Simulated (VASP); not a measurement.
Set up this calculation in VASP 6.6.1, as the native input.

```
Task                   : single point
Functional             : PBE
Potentials or basis    : VASP PAW PBE potentials, release 64 (Be, Se)
Cutoff                 : 520 eV
k mesh                 : 6 × 6 × 6
Occupations            : fermi-dirac, width 0.1 eV
Spin                   : no spin polarisation
Dipole correction      : no
Further INCAR settings : ALGO = Normal; EDIFF = 1e-06; NBANDS = 11
```

The structure of BeSe lies in POSCAR:

```
BeSe
1.0
    0.0000000000      2.5891968128      2.5891968128
    2.5891968128      0.0000000000      2.5891968128
    2.5891968128      2.5891968128      0.0000000000
Be Se
1 1
Direct
    0.0000000000      0.0000000000      0.0000000000
    0.2500000000      0.2500000000      0.2500000000
```

The cell was built by a generator and needn't be a form met in nature.

One way to write it, as run:

INCAR

```
SYSTEM = BeSe
ALGO = Normal
EDIFF = 1E-6
ENCUT = 520
GGA = PE
ISIF = 2
ISMEAR = -1
LASPH = .TRUE.
LCHARG = .FALSE.
LREAL = .FALSE.
LWAVE = .FALSE.
NBANDS = 11
NELM = 60
PREC = Accurate
SIGMA = 0.1
```

KPOINTS

```
k-points
0
G
  6 6 6
  0 0 0
```

Potentials or basis: VASP PAW PBE potentials, release 64 (Be, Se).

Command:

```sh
$ cat potpaw_PBE.64/Be/POTCAR potpaw_PBE.64/Se/POTCAR > POTCAR
$ mpirun -np 1 vasp_std > vasp.out
```

Results of the run:

```json
{
 "Pressure": "0.2 GPa",
 "Band gap on the k mesh": "2.66 eV, indirect (least direct gap 4.22 eV)"
}
```

Run time: 7.4 s on 1 thread of Intel(R) Xeon(R) Platinum 8488C (Sapphire Rapids) (shared host), peak memory 0.15 GiB.
